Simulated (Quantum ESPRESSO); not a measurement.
# KF (Carobbiite): zone-centre phonons, part 2 of 2

Which modes does KF (Carobbiite) have at the zone centre?

Quantum ESPRESSO 7.5; DFT LDA, scalar-relativistic, plane waves, PseudoDojo norm-conserving pseudopotentials.

So far. Step 2 (A probe with smearing): A gap of 5.8 eV opens on this mesh, so the crystal is taken as an insulator; the start stands at -3.6 GPa. Step 4 (Self-consistent run for the response): The cell stands at -0.011 GPa, close enough for phonons. The relaxed cell has a = 5.158 Å (conventional setting).

## (5) Linear response at Γ

At q = 0 one unit cell holds all displacements; symmetry groups them into irreducible representations that are solved one by one. The response to a field gives ε∞ and the Born charges, which polar modes need.

ph.in

```
phonons
&inputph
   prefix = 'x'
   outdir = './tmp'
   fildyn = 'g.dyn'
   tr2_ph = 1.0d-18
   epsil = .true.
/
0.000000000000 0.000000000000 0.000000000000
```

The run is started by

```console
OMP_NUM_THREADS=1 mpirun -n 4 ph.x -nk 4 -in ph.in > ph.out
```

What it wrote:

```text
[banners, grids, parts of the stress and lines that vanish by symmetry left out]
[banner, memory and clock lines left out]
Program PHONON v.7.5

     ./tmp/x.save/

     IMPORTANT: XC functional enforced from input :
     Exchange-correlation= PW
                           (   1   4   0   0   0   0   0)
     Any further DFT definition will be discarded
     Please, verify this is what you really want

     G-vector sticks info

     Reading collected, re-writing distributed wavefunctions in ./tmp/

     Number and degeneracy of irreps per q-point
       N         xq(1)         xq(2)         xq(3)   N irreps
       1   0.000000000   0.000000000   0.000000000       2
        3   3

     Calculation of q =    0.0000000   0.0000000   0.0000000

     phonons

     bravais-lattice index     =            0
     lattice parameter (alat)  =       6.8928  a.u.
     unit-cell volume          =     231.5619 (a.u.)^3
     number of atoms/cell      =            2
     number of atomic types    =            2
     kinetic-energy cut-off    =      84.0000  Ry
     charge density cut-off    =     336.0000  Ry
     convergence threshold     =      1.0E-18
     beta                      =       0.7000
     number of iterations used =            4
     Exchange-correlation= PW
                           (   1   4   0   0   0   0   0)

     celldm(1)=    6.89277  celldm(2)=    0.00000  celldm(3)=    0.00000
     celldm(4)=    0.00000  celldm(5)=    0.00000  celldm(6)=    0.00000

     crystal axes: (cart. coord. in units of alat)
               a(1) = (  0.0000  0.7071  0.7071 )
               a(2) = (  0.7071  0.0000  0.7071 )
               a(3) = (  0.7071  0.7071  0.0000 )

     reciprocal axes: (cart. coord. in units 2 pi/alat)
               b(1) = ( -0.7071  0.7071  0.7071 )
               b(2) = (  0.7071 -0.7071  0.7071 )
               b(3) = (  0.7071  0.7071 -0.7071 )

     Atoms inside the unit cell:

     Cartesian axes

     site n.  atom      mass           positions (alat units)
        1  K      39.0983   tau(    1) = (    0.00000    0.00000    0.00000  )
        2  F      18.9984   tau(    2) = (    0.70711    0.70711    0.70711  )

     Computing dynamical matrix for
                    q = (   0.0000000   0.0000000   0.0000000 )

     49 Sym.Ops. (with q -> -q+G )

     G cutoff =  404.3595  (  24045 G-vectors)     FFT grid: ( 45, 45, 45)
     number of k points=    16
                       cart. coord. in units 2pi/alat
        k(    1) = (   0.0000000   0.0000000   0.0000000), wk =   0.0092593
        k(    2) = (   0.1178511   0.1178511  -0.1178511), wk =   0.0740741
        k(    3) = (   0.2357023   0.2357023  -0.2357023), wk =   0.0740741
        [... further k-points left out ...]

     PseudoPot. # 1 for K  read from file:
     ./pseudo/K.upf
     Pseudo is Norm-conserving + core correction, Zval =  9.0
     Using radial grid of 2170 points,  6 beta functions with:
                l(1) =   0
                l(2) =   0
                l(3) =   1
                l(4) =   1
                l(5) =   2
                l(6) =   2

     PseudoPot. # 2 for F  read from file:
     ./pseudo/F.upf
     Pseudo is Norm-conserving + core correction, Zval =  7.0
     Using radial grid of  824 points,  5 beta functions with:
                l(1) =   0
                l(2) =   0
                l(3) =   1
                l(4) =   1
                l(5) =   2

     Mode symmetry, O_h (m-3m)  point group:

     Electric field:
     Dielectric constant
     Born effective charges as d Force / d E

     Atomic displacements:
     There are    2 irreducible representations

     Representation     1      3 modes -  To be done

     Representation     2      3 modes -  To be done

     Alpha used in Ewald sum =   2.8000

     Electric Fields Calculation

      iter #   1   av.it.:   6.3
      thresh= 1.000E-02 alpha_mix =  0.700 |ddv_scf|^2 =  3.017E-08

      iter #   2   av.it.:  12.4
      thresh= 1.737E-05 alpha_mix =  0.700 |ddv_scf|^2 =  4.777E-09

      iter #   3   av.it.:  12.0
      thresh= 6.911E-06 alpha_mix =  0.700 |ddv_scf|^2 =  3.206E-11

      iter #   4   av.it.:  11.9
      thresh= 5.662E-07 alpha_mix =  0.700 |ddv_scf|^2 =  1.200E-12

      iter #   5   av.it.:  11.5
      thresh= 1.095E-07 alpha_mix =  0.700 |ddv_scf|^2 =  1.644E-14

      iter #   6   av.it.:  12.2
      thresh= 1.282E-08 alpha_mix =  0.700 |ddv_scf|^2 =  1.425E-16

      iter #   7   av.it.:  11.5
      thresh= 1.194E-09 alpha_mix =  0.700 |ddv_scf|^2 =  6.115E-18

      iter #   8   av.it.:  11.8
      thresh= 2.473E-10 alpha_mix =  0.700 |ddv_scf|^2 =  8.292E-21

     End of electric fields calculation

          Dielectric constant in cartesian axis

          (       2.095076500      -0.000000000      -0.000000000 )
          (      -0.000000000       2.095076500      -0.000000000 )
          (      -0.000000000      -0.000000000       2.095076500 )

          Effective charges (d Force / dE) in cartesian axis without acoustic sum rule applied (asr)

           atom    1  K     Mean Z*:        1.15058
      Ex  (        1.15058        0.00000       -0.00000 )
      Ey  (        0.00000        1.15058        0.00000 )
      Ez  (        0.00000       -0.00000        1.15058 )
           atom    2  F     Mean Z*:       -1.15057
      Ex  (       -1.15057       -0.00000       -0.00000 )
      Ey  (       -0.00000       -1.15057       -0.00000 )
      Ez  (       -0.00000       -0.00000       -1.15057 )

          Effective charges Sum: Mean:        0.00001
              0.00001       -0.00000       -0.00000
              0.00000        0.00001       -0.00000
             -0.00000       -0.00000        0.00001

          Effective charges (d Force / dE) in cartesian axis with asr applied:
           atom    1  K     Mean Z*:        1.15058
      E*x (        1.15058        0.00000        0.00000 )
      E*y (        0.00000        1.15058        0.00000 )
      E*z (        0.00000        0.00000        1.15058 )
           atom    2  F     Mean Z*:       -1.15058
      E*x (       -1.15058       -0.00000       -0.00000 )
      E*y (       -0.00000       -1.15058       -0.00000 )
      E*z (       -0.00000       -0.00000       -1.15058 )

     Representation #   1 modes #   1   2   3

     Self-consistent Calculation

      iter #   1   av.it.:   7.0
      thresh= 1.000E-02 alpha_mix =  0.700 |ddv_scf|^2 =  7.088E-07

      iter #   2   av.it.:  12.1
      thresh= 8.419E-05 alpha_mix =  0.700 |ddv_scf|^2 =  7.155E-09

      iter #   3   av.it.:  12.5
      thresh= 8.459E-06 alpha_mix =  0.700 |ddv_scf|^2 =  5.811E-10

      iter #   4   av.it.:  12.3
      thresh= 2.411E-06 alpha_mix =  0.700 |ddv_scf|^2 =  5.971E-12

      iter #   5   av.it.:  12.4
      thresh= 2.444E-07 alpha_mix =  0.700 |ddv_scf|^2 =  1.279E-13

      iter #   6   av.it.:  12.2
      thresh= 3.576E-08 alpha_mix =  0.700 |ddv_scf|^2 =  3.884E-16

      iter #   7   av.it.:  12.0
      thresh= 1.971E-09 alpha_mix =  0.700 |ddv_scf|^2 =  2.018E-17

      iter #   8   av.it.:  12.0
      thresh= 4.493E-10 alpha_mix =  0.700 |ddv_scf|^2 =  4.956E-20

     End of self-consistent calculation

     Convergence has been achieved

     Representation #   2 modes #   4   5   6

     Self-consistent Calculation

      iter #   1   av.it.:   6.9
      thresh= 1.000E-02 alpha_mix =  0.700 |ddv_scf|^2 =  5.940E-07

      iter #   2   av.it.:  12.4
      thresh= 7.707E-05 alpha_mix =  0.700 |ddv_scf|^2 =  7.181E-08

      iter #   3   av.it.:  12.2
      thresh= 2.680E-05 alpha_mix =  0.700 |ddv_scf|^2 =  7.789E-10

      iter #   4   av.it.:  11.9
      thresh= 2.791E-06 alpha_mix =  0.700 |ddv_scf|^2 =  1.060E-12

      iter #   5   av.it.:  12.5
      thresh= 1.029E-07 alpha_mix =  0.700 |ddv_scf|^2 =  2.066E-14

      iter #   6   av.it.:  12.2
      thresh= 1.437E-08 alpha_mix =  0.700 |ddv_scf|^2 =  1.174E-16

      iter #   7   av.it.:  12.9
      thresh= 1.083E-09 alpha_mix =  0.700 |ddv_scf|^2 =  7.887E-19

     End of self-consistent calculation

     Convergence has been achieved

     Number of q in the star =    1
     List of q in the star:
          1   0.000000000   0.000000000   0.000000000

          Dielectric constant in cartesian axis

          (       2.095076500      -0.000000000      -0.000000000 )
          (      -0.000000000       2.095076500      -0.000000000 )
          (      -0.000000000      -0.000000000       2.095076500 )

          Effective charges (d Force / dE) in cartesian axis without acoustic sum rule applied (asr)

           atom    1  K     Mean Z*:        1.15058
      Ex  (        1.15058        0.00000       -0.00000 )
      Ey  (        0.00000        1.15058        0.00000 )
      Ez  (        0.00000       -0.00000        1.15058 )
           atom    2  F     Mean Z*:       -1.15057
      Ex  (       -1.15057       -0.00000       -0.00000 )
      Ey  (       -0.00000       -1.15057       -0.00000 )
      Ez  (       -0.00000       -0.00000       -1.15057 )

          Effective charges Sum: Mean:        0.00001
              0.00001       -0.00000       -0.00000
              0.00000        0.00001       -0.00000
             -0.00000       -0.00000        0.00001

          Effective charges (d Force / dE) in cartesian axis with asr applied:
           atom    1  K     Mean Z*:        1.15058
      E*x (        1.15058        0.00000        0.00000 )
      E*y (        0.00000        1.15058        0.00000 )
      E*z (        0.00000        0.00000        1.15058 )
           atom    2  F     Mean Z*:       -1.15058
      E*x (       -1.15058       -0.00000       -0.00000 )
      E*y (       -0.00000       -1.15058       -0.00000 )
      E*z (       -0.00000       -0.00000       -1.15058 )

     Diagonalizing the dynamical matrix

     q = (    0.000000000   0.000000000   0.000000000 )

 **************************************************************************
     freq (    1) =      -0.104485 [THz] =      -3.485256 [cm-1]
     freq (    2) =      -0.104485 [THz] =      -3.485256 [cm-1]
     freq (    3) =      -0.104485 [THz] =      -3.485256 [cm-1]
     freq (    4) =       6.323947 [THz] =     210.944170 [cm-1]
     freq (    5) =       6.323947 [THz] =     210.944170 [cm-1]
     freq (    6) =       6.323947 [THz] =     210.944170 [cm-1]
 **************************************************************************

     Mode symmetry, O_h (m-3m)  point group:

     freq (   1-   3) =         -3.5  [cm-1]   --> T_1u G_15  G_4- I
     freq (   4-   6) =        210.9  [cm-1]   --> T_1u G_15  G_4- I
```

Run time: 4.9 min. Hardware: 4 MPI ranks of Intel Xeon at 2.50GHz (Skylake/Cascade Lake), shared host.

Read from the output:

```yaml
miss_of_the_charge_sum_rule: 1.00e-5 e
largest_acoustic_frequency_at_the_zone_centre_before_the_sum_rule: -3.49 cm⁻¹
highest_optical_zone_centre_mode_no_lo_to_term: 210.9 cm⁻¹
lowest_optical_zone_centre_mode: 210.9 cm⁻¹
mean_high_frequency_dielectric_constant: 2.095
largest_born_charge_in_size_third_of_the_trace: 1.151 e
```

Born charge (rows field, columns displacement), before the sum rule (e), principal values of the symmetric part by kind of site:

```
atom  atoms with these values    low  middle   high   mean
  K1                        1   1.15    1.15   1.15   1.15
  F2                        1  -1.15   -1.15  -1.15  -1.15
```

In full for K1:

```
1.15 0.00 0.00
0.00 1.15 0.00
0.00 0.00 1.15
```

High-frequency dielectric tensor:

```
2.10 0.00 0.00
0.00 2.10 0.00
0.00 0.00 2.10
```

The acoustic modes at Γ come out as far as 3.5 cm⁻¹ from zero, where they should vanish, a small numerical error; the Born charges miss their sum rule by 1.0e-5 e, which is good.

## (6) Modes with the sum rule

A rigid shift of the crystal must cost nothing, but grids and finite bases break this; the acoustic sum rule is imposed before the matrix is diagonalised again. With Born charges the intensities follow, and the static dielectric tensor.

dynmat.in

```
&input
   fildyn = 'g.dyn'
   asr = 'simple'
   fileig = 'dynmat.eig'
   lperm = .true.
/
```

The run is started by

```console
dynmat.x -in dynmat.in > dynmat.out
```

What it wrote:

```text
[banner, memory and clock lines left out]
Program DYNMAT v.7.5

     Reading Dynamical Matrix from file g.dyn
     ...Force constants read
     ...epsilon and Z* read
     A direction for q was not specified:TO-LO splitting will be absent

     Polarizability (A^3 units)
     multiply by 0.732587 for Clausius-Mossotti correction
         2.990234   -0.000000   -0.000000
        -0.000000    2.990234   -0.000000
        -0.000000   -0.000000    2.990234

     IR activities are in (D/A)^2/amu units

# mode   [cm-1]    [THz]      IR
    1     -0.00   -0.0000    0.0000
    2      0.00    0.0000    0.0000
    3      0.00    0.0000    0.0000
    4    210.97    6.3248    2.3888
    5    210.97    6.3248    2.3888
    6    210.97    6.3248    2.3888

Electronic dielectric permittivity tensor (relative, adimensional)
         2.095077   -0.000000   -0.000000
        -0.000000    2.095077   -0.000000
        -0.000000   -0.000000    2.095077

 ... with zone-center polar mode contributions
         5.430908    0.000000   -0.000000
         0.000000    5.430908   -0.000000
        -0.000000   -0.000000    5.430908
```

Run time: 1.1 s. Hardware: 1 thread.

Numbers from this step:

```
highest optical zone-centre mode (no LO-TO term) : 211.0 cm⁻¹
lowest optical zone-centre mode                  : 211.0 cm⁻¹
mean static dielectric constant                  : 5.431
```

Unit eigenvectors of the mass-weighted matrix after the sum rule; no LO-TO term. Modes at Γ, with each element's share of the kinetic energy:

```
mode  frequency (cm⁻¹)  symmetry  K %  F %
   1               0.0  acoustic   67   33
   2               0.0  acoustic   67   33
   3               0.0  acoustic   67   33
   4             211.0       T1u   33   67
   5             211.0       T1u   33   67
   6             211.0       T1u   33   67
```

Displacements in mode 6 (211.0 cm⁻¹), the largest set to 1:
```
K1   0.00  0.00 -0.49
F2   0.00  0.00  1.00
```

Degenerate modes summed, no LO-TO term. Infrared lines, with heights relative to the strongest:

```
position (cm⁻¹)  lines merged  label  IR intensity, relative
            211             3    T1u                     100
```

Static dielectric tensor (ions relaxed, fixed cell):

```
5.43 0.00 0.00
0.00 5.43 0.00
0.00 0.00 5.43
```

The rule moves no optical mode by more than 0.1 cm⁻¹.

## (7) Modes along a direction of q (1 0 0)

A longitudinal polar mode sets up a macroscopic field that stiffens it; the term hangs on the direction from which q goes to zero.

dynmat.in

```
&input
   fildyn = 'g.dyn'
   asr = 'simple'
   fileig = 'dynmat.eig'
   q(1) = 1.0
   q(2) = 0.0
   q(3) = 0.0
/
```

The run is started by

```console
dynmat.x -in dynmat.in > dynmat.out
```

What it wrote:

```text
[banner, memory and clock lines left out]
Program DYNMAT v.7.5

     Reading Dynamical Matrix from file g.dyn
     ...Force constants read
     ...epsilon and Z* read

     Polarizability (A^3 units)
     multiply by 0.732587 for Clausius-Mossotti correction
         2.990234   -0.000000   -0.000000
        -0.000000    2.990234   -0.000000
        -0.000000   -0.000000    2.990234

     IR activities are in (D/A)^2/amu units

# mode   [cm-1]    [THz]      IR
    1     -0.00   -0.0000    0.0000
    2     -0.00   -0.0000    0.0000
    3      0.00    0.0000    0.0000
    4    210.97    6.3248    2.3888
    5    210.97    6.3248    2.3888
    6    339.68   10.1832    2.3888
```

Wall time 0.99 s (1 thread).

This step gave:

```
highest mode moved by the LO-TO term : 339.7 cm⁻¹
```

Zone-centre frequencies as printed; negative means imaginary. Modes:

```
mode  frequency (cm⁻¹)
   1                 0
   2                 0
   3                 0
   4               211
   5               211
   6             339.7
```

The field moves one mode, from 211 to 340 cm⁻¹; the others stay.

## (8) Summary of results

| Item | Value |
| --- | --- |
| space group after relaxation | Fm-3m |
| volume per atom | 17.2 Å³ |
| gap on the k-mesh | 6.40 eV |
| highest optical zone-centre mode (no LO-TO term) | 211.0 cm⁻¹ |
| highest mode moved by the LO-TO term | 339.7 cm⁻¹ |
| mean high-frequency dielectric constant | 2.10 |
| largest Born charge in size (third of the trace) | 1.15 e |
| mean static dielectric constant | 5.43 |
| imaginary optical modes at the zone centre (no q mesh in this session) | none |

What this shows: At the LDA level the optical modes of KF (Carobbiite) at the zone centre (no LO-TO term) lie at 211 cm⁻¹. Along the directions run, the highest mode that the macroscopic field moves lies at 340 cm⁻¹. Lattice motion raises the mean dielectric constant from 2.095 to 5.431. The Born charge of K is 1.151 e against a formal charge of +1, somewhat above it. The Lyddane-Sachs-Teller relation holds: (ωLO/ωTO)² is 2.59 and ε₀/ε∞ is 2.59. Left out of this account: PBE with PseudoDojo NC, since it is gradient-corrected and no frozen-mode check or second program bears its response out; PBEsol with PseudoDojo NC, since it is gradient-corrected and no frozen-mode check or second program bears its response out. What is said of the levels holds for those shown. These are harmonic frequencies at zero temperature: anharmonic shifts and linewidths and thermal expansion are left out.

[Host names and launcher messages were left out of these logs when they were recorded.]

[Logs are printed without paths, hosts, clocks, repeated set-up lines and the standing remarks that a program may print on its own settings, such as how far it seeks lower states.]

[Hosts, paths, dates, database ids (printed as entryN), source tags and the programs' standing remarks are cut or masked in the printed files.]
